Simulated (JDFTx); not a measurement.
# TaN (Fm-3m) in JDFTx: convergence with k mesh

Aim: find how far k mesh must go before the results for TaN settle, at LDA. This setting moves, with any that are tied to it; all else stays.

All numbers are computed with JDFTx 1.7.0 (patched build); they aren't measurements. Logs are shortened: lines on timing, memory, paths and dates and some standing lists are left out, and cuts for length are marked. The log counts tension as positive stress, the text compression.

**1. The structure**

Symmetry: Fm-3m, No. 225, cubic system. Conventional cell: a = 4.423 Å, b = 4.423 Å, c = 4.423 Å, α = 90.00°, β = 90.00°, γ = 90.00°. Around Ta (site symmetry m-3m) lie 6 N at 2.21 Å. N (site symmetry m-3m) is surrounded by 6 Ta at 2.21 Å.

The cell comes from a database or a generator and needn't be the stable form of this composition.

**2. With k mesh 2 × 2 × 2**

Input file TaN.in:

```
include TaN.lattice
coords-type Lattice
include TaN.ionpos

ion-species pseudo/Ta.upf
ion-species pseudo/N.upf
elec-cutoff 66 528
elec-ex-corr lda-PW
kpoint-folding 2 2 2
elec-smearing Fermi 0.0018374661
elec-n-bands 23
electronic-SCF nIterations 100 energyDiffThreshold 1e-09
electronic-minimize nIterations 30 energyDiffThreshold 1e-7
converge-empty-states yes
forces-output-coords Cartesian

dump-name run.$VAR
dump End Ecomponents EigStats BandEigs Kpoints Forces Stress
```

Input file TaN.lattice:

```
lattice \
    0.0000000000     4.1787948431     4.1787948431 \
    4.1787948431     0.0000000000     4.1787948431 \
    4.1787948431     4.1787948431     0.0000000000
```

Input file TaN.ionpos:

```
ion Ta     0.5000000000     0.5000000000     0.5000000000 1
ion N      0.0000000000     0.0000000000     0.0000000000 1
```

Potentials or basis: PseudoDojo-SR-LDA-0.4.1-stringent with smoothed tails.

The run is started by

```sh
$ jdftx -c 1 -i TaN.in -o TaN.out
```

It took 15 s on 1 thread of Arm Neoverse V2, shared host; peak memory 0.12 GiB.

Results:

```
Free energy     : -8512.6196 eV
Pressure        : -17.5 GPa
Loewdin charges : Ta +1.07; N -0.97 e
```

**3. With k mesh 3 × 3 × 3**

TaN.in: that of step 2 with these lines changed.

```diff
@@ -8,3 +8,3 @@
 elec-ex-corr lda-PW
-kpoint-folding 2 2 2
+kpoint-folding 3 3 3
 elec-smearing Fermi 0.0018374661
```

TaN.lattice is that of step 2.

TaN.ionpos is that of step 2.

Potentials or basis: PseudoDojo-SR-LDA-0.4.1-stringent with smoothed tails.

The run is started by

```sh
$ jdftx -c 1 -i TaN.in -o TaN.out
```

Wall time 20 s (1 thread of Arm Neoverse V2, shared host); peak memory 0.12 GiB.

Results:

```yaml
Free_energy: -8512.2401 eV
Pressure: -11.8 GPa
Band_gap_on_the_k_mesh: none (metal or under the smearing width)
Loewdin_charges: Ta +0.78; N -0.70 e
```

**4. With k mesh 4 × 4 × 4**

TaN.in: that of step 3 with these lines changed.

```diff
@@ -8,3 +8,3 @@
 elec-ex-corr lda-PW
-kpoint-folding 3 3 3
+kpoint-folding 4 4 4
 elec-smearing Fermi 0.0018374661
```

TaN.lattice is that of step 3.

TaN.ionpos is that of step 3.

The run is started by

```sh
$ jdftx -c 1 -i TaN.in -o TaN.out
```

Run time: 38 s. Hardware: 1 thread of Arm Neoverse V2, shared host; peak memory 0.12 GiB.

Results:

| Property | Result |
| --- | --- |
| Free energy | -8512.6629 eV |
| Pressure | -16.5 GPa |
| Band gap on the k mesh | none (metal or under the smearing width) |
| Loewdin charges | Ta +0.75; N -0.68 e |

**5. With k mesh 5 × 5 × 5**

TaN.in: that of step 4 with these lines changed.

```diff
@@ -8,3 +8,3 @@
 elec-ex-corr lda-PW
-kpoint-folding 4 4 4
+kpoint-folding 5 5 5
 elec-smearing Fermi 0.0018374661
```

TaN.lattice is that of step 4.

TaN.ionpos is that of step 4.

The run is started by

```sh
$ jdftx -c 1 -i TaN.in -o TaN.out
```

Wall time 48 s (1 thread of Arm Neoverse V2, shared host); peak memory 0.12 GiB.

Results:

- Free energy: -8512.7339 eV
- Pressure: -18.2 GPa
- Band gap on the k mesh: none (metal or under the smearing width)
- Loewdin charges: Ta +0.76; N -0.69 e

**6. With k mesh 6 × 6 × 6**

TaN.in: that of step 5 with these lines changed.

```diff
@@ -8,3 +8,3 @@
 elec-ex-corr lda-PW
-kpoint-folding 5 5 5
+kpoint-folding 6 6 6
 elec-smearing Fermi 0.0018374661
```

TaN.lattice is that of step 5.

TaN.ionpos is that of step 5.

Potentials or basis: PseudoDojo-SR-LDA-0.4.1-stringent with smoothed tails.

The run is started by

```sh
$ jdftx -c 1 -i TaN.in -o TaN.out
```

It took 74 s on 1 thread of Arm Neoverse V2, shared host; peak memory 0.13 GiB.

It converged, with:

```yaml
Free_energy: -8512.6438 eV
Pressure: -17.1 GPa
Band_gap_on_the_k_mesh: none (metal or under the smearing width)
Loewdin_charges: Ta +0.77; N -0.70 e
```

**7. With k mesh 8 × 8 × 8**

TaN.in: that of step 6 with these lines changed.

```diff
@@ -8,3 +8,3 @@
 elec-ex-corr lda-PW
-kpoint-folding 6 6 6
+kpoint-folding 8 8 8
 elec-smearing Fermi 0.0018374661
```

TaN.lattice is that of step 6.

TaN.ionpos is that of step 6.

The run is started by

```sh
$ jdftx -c 1 -i TaN.in -o TaN.out
```

Wall time 2.2 min (1 thread of Arm Neoverse V2, shared host); peak memory 0.16 GiB.

The run converged. Its results:

```yaml
Free_energy: -8512.6789 eV
Pressure: -17.4 GPa
Band_gap_on_the_k_mesh: none (metal or under the smearing width)
Loewdin_charges: Ta +0.77; N -0.70 e
```

**8. With k mesh 10 × 10 × 10**

TaN.in: that of step 7 with these lines changed.

```diff
@@ -8,3 +8,3 @@
 elec-ex-corr lda-PW
-kpoint-folding 8 8 8
+kpoint-folding 10 10 10
 elec-smearing Fermi 0.0018374661
```

TaN.lattice is that of step 7.

TaN.ionpos is that of step 7.

The run is started by

```sh
$ jdftx -c 1 -i TaN.in -o TaN.out
```

Wall time 3.5 min (1 thread of Arm Neoverse V2, shared host); peak memory 0.22 GiB.

Results (log left out):

```yaml
Free_energy: -8512.7144 eV
Pressure: -17.7 GPa
Band_gap_on_the_k_mesh: none (metal or under the smearing width)
Loewdin_charges: Ta +0.77; N -0.70 e
```

**9. With k mesh 12 × 12 × 12**

TaN.in: that of step 8 with these lines changed.

```diff
@@ -8,3 +8,3 @@
 elec-ex-corr lda-PW
-kpoint-folding 10 10 10
+kpoint-folding 12 12 12
 elec-smearing Fermi 0.0018374661
```

TaN.lattice is that of step 8.

TaN.ionpos is that of step 8.

Potentials or basis: PseudoDojo-SR-LDA-0.4.1-stringent with smoothed tails.

The run is started by

```sh
$ jdftx -c 1 -i TaN.in -o TaN.out
```

What it wrote:

```text
*************** JDFTx 1.7.0 (patched build) ***************

Input parsed successfully to the following command list (including defaults):
[... the input with its defaults ...]

---------- Setting up symmetries ----------

Found 48 point-group symmetries of the bravais lattice
Found 48 space-group symmetries with basis
Applied RMS atom displacement 0 bohrs to make symmetries exact.

---------- Initializing the Grid ----------
R =
[            0      4.17879      4.17879  ]
[      4.17879            0      4.17879  ]
[      4.17879      4.17879            0  ]
unit cell volume = 145.943
G =
[  -0.751794   0.751794   0.751794  ]
[   0.751794  -0.751794   0.751794  ]
[   0.751794   0.751794  -0.751794  ]
Minimum fftbox size, Smin = [  64  64  64  ]
Chosen fftbox size, S = [  64  64  64  ]

---------- Initializing tighter grid for wavefunction operations ----------
R =
[            0      4.17879      4.17879  ]
[      4.17879            0      4.17879  ]
[      4.17879      4.17879            0  ]
unit cell volume = 145.943
G =
[  -0.751794   0.751794   0.751794  ]
[   0.751794  -0.751794   0.751794  ]
[   0.751794   0.751794  -0.751794  ]
Minimum fftbox size, Smin = [  44  44  44  ]
Chosen fftbox size, S = [  48  48  48  ]

---------- Exchange Correlation functional ----------
Initalized Slater LDA exchange.
Initalized Perdew-Wang LDA correlation.

---------- Setting up pseudopotentials ----------
Width of ionic core gaussian charges (only for fluid interactions / plotting) set to 0

Reading pseudopotential file 'pseudo/Ta.upf':
  'Ta' pseudopotential, 'SLA  PW   NOGX NOGC' functional
  Generated using ONCVPSP code by D. R. Hamann
  27 valence electrons, 5 orbitals, 8 projectors, 1001 radial grid points, with lMax = 3
    4F    l: 3   occupation: 14.0   eigenvalue: -0.916128
    5S    l: 0   occupation:  2.0   eigenvalue: -2.689826
    5P    l: 1   occupation:  6.0   eigenvalue: -1.453891
    5D    l: 2   occupation:  3.0   eigenvalue: -0.139008
    6S    l: 0   occupation:  2.0   eigenvalue: -0.206266
  Core radius for overlap checks: 2.13 bohrs.
[... 51 lines left out ...]
SCF: Cycle:  2   F: -312.835899529715107   dF: -4.523e-04   |Residual|: 1.272e-02   |deigs|: 7.540e-03
	FillingsUpdate:  mu: +0.915753705  nElectrons: 32.000000
SCF: Cycle:  3   F: -312.835953815651806   dF: -5.429e-05   |Residual|: 3.440e-03   |deigs|: 8.289e-04
	FillingsUpdate:  mu: +0.915775810  nElectrons: 32.000000
SCF: Cycle:  4   F: -312.835957355168262   dF: -3.540e-06   |Residual|: 8.971e-04   |deigs|: 5.798e-04
	FillingsUpdate:  mu: +0.915711696  nElectrons: 32.000000
SCF: Cycle:  5   F: -312.835957665003832   dF: -3.098e-07   |Residual|: 4.026e-04   |deigs|: 2.446e-04
	FillingsUpdate:  mu: +0.915750610  nElectrons: 32.000000
SCF: Cycle:  6   F: -312.835957792199395   dF: -1.272e-07   |Residual|: 1.065e-04   |deigs|: 8.522e-05
	FillingsUpdate:  mu: +0.915750120  nElectrons: 32.000000
SCF: Cycle:  7   F: -312.835957807733337   dF: -1.553e-08   |Residual|: 2.097e-05   |deigs|: 1.485e-05
	FillingsUpdate:  mu: +0.915750360  nElectrons: 32.000000
SCF: Cycle:  8   F: -312.835957811825438   dF: -4.092e-09   |Residual|: 8.897e-06   |deigs|: 2.357e-06
	FillingsUpdate:  mu: +0.915749867  nElectrons: 32.000000
SCF: Cycle:  9   F: -312.835957813123514   dF: -1.298e-09   |Residual|: 5.259e-06   |deigs|: 2.362e-06
	FillingsUpdate:  mu: +0.915750233  nElectrons: 32.000000
SCF: Cycle: 10   F: -312.835957813580137   dF: -4.566e-10   |Residual|: 8.207e-06   |deigs|: 2.022e-06
	FillingsUpdate:  mu: +0.915750075  nElectrons: 32.000000
SCF: Cycle: 11   F: -312.835957813736911   dF: -1.568e-10   |Residual|: 4.239e-06   |deigs|: 2.428e-06
SCF: Converged (|Delta E|<1.000000e-09 for 2 iters).

Setting wave functions to eigenvectors of Hamiltonian
Converging empty states (this may take a while): |deigs|: 3.006e-05

# Stress tensor in Cartesian coordinates [Eh/a0^3]:
[  0.000596676            0            0  ]
[            0  0.000596676            0  ]
[            0            0  0.000596676  ]

# Ionic positions in lattice coordinates:
ion Ta   0.500000000000000   0.500000000000000   0.500000000000000 1
ion N   0.000000000000000   0.000000000000000   0.000000000000000 1

# Forces in Cartesian coordinates:
force Ta  -0.000000000000000  -0.000000000000000   0.000000000000000 1
force N   0.000000000000000   0.000000000000000  -0.000000000000000 1

# Energy components:
   Eewald =     -224.4196008440450214
       EH =       97.3212086901354496
     Eloc =     -248.9906000194598903
      Enl =     -118.0994766998452832
      Exc =      -55.1138295393970736
 Exc_core =       21.8944327257925657
       KE =      214.5722583817225200
-------------------------------------
     Etot =     -312.8356073050967439
       TS =        0.0003505086401756
-------------------------------------
        F =     -312.8359578137369112

IonicMinimize: Iter:   0  F: -312.835957813736911  |grad|_K:        nan
IonicMinimize: None of the convergence criteria satisfied after 0 iterations.

#--- Lowdin population analysis ---
# oxidation-state Ta +0.764
# oxidation-state N -0.694

Dumping 'run.eigStats' ...
	eMin: -1.638462 at state 0 ( [ +0.000000 +0.000000 +0.000000 ] spin 0 )
	HOMO: +0.914927 at state 25 ( [ +0.000000 +0.166667 -0.250000 ] spin 0 )
	mu  : +0.915750
	LUMO: +0.916049 at state 69 ( [ +0.166667 +0.416667 -0.250000 ] spin 0 )
	eMax: +1.798190 at state 0 ( [ +0.000000 +0.000000 +0.000000 ] spin 0 )
	HOMO-LUMO gap: +0.001123
	Optical gap  : +0.002220 at state 9 ( [ +0.000000 +0.083333 +0.250000 ] spin 0 )
Done!
```

Wall time 5.3 min (1 thread of Arm Neoverse V2, shared host); peak memory 0.31 GiB.

Results:

- Free energy: -8512.7001 eV
- Pressure: -17.6 GPa
- Band gap on the k mesh: none (metal or under the smearing width)
- Loewdin charges: Ta +0.76; N -0.69 e

**10. The series at a glance**

```tsv
k mesh	energy less the tightest run, at zero smearing (meV/atom)	pressure (GPa)	SCF cycles	CPU time (s)	peak memory (GiB)
2 × 2 × 2	37.87	-17.47	12	15	0.12
3 × 3 × 3	233.64	-11.79	12	20	0.12
4 × 4 × 4	20.46	-16.49	12	38	0.12
5 × 5 × 5	-18.58	-18.16	12	48	0.12
6 × 6 × 6	29.18	-17.10	12	74	0.13
8 × 8 × 8	10.00	-17.40	12	130	0.16
10 × 10 × 10	-8.00	-17.69	12	210	0.22
12 × 12 × 12	0.00	-17.55	12	320	0.31
```

Not settled before the last step: the energy (to 1 meV/atom), the pressure (to 0.1 GPa). Meshes of other sizes hit other points, so gaps and Fermi surfaces needn't settle smoothly. The tightest run that finished is the yardstick and may itself not be fully converged.

Caveats: so large a pressure means that the cell lies far from this level's equilibrium, or that cutoff or potentials fall short.
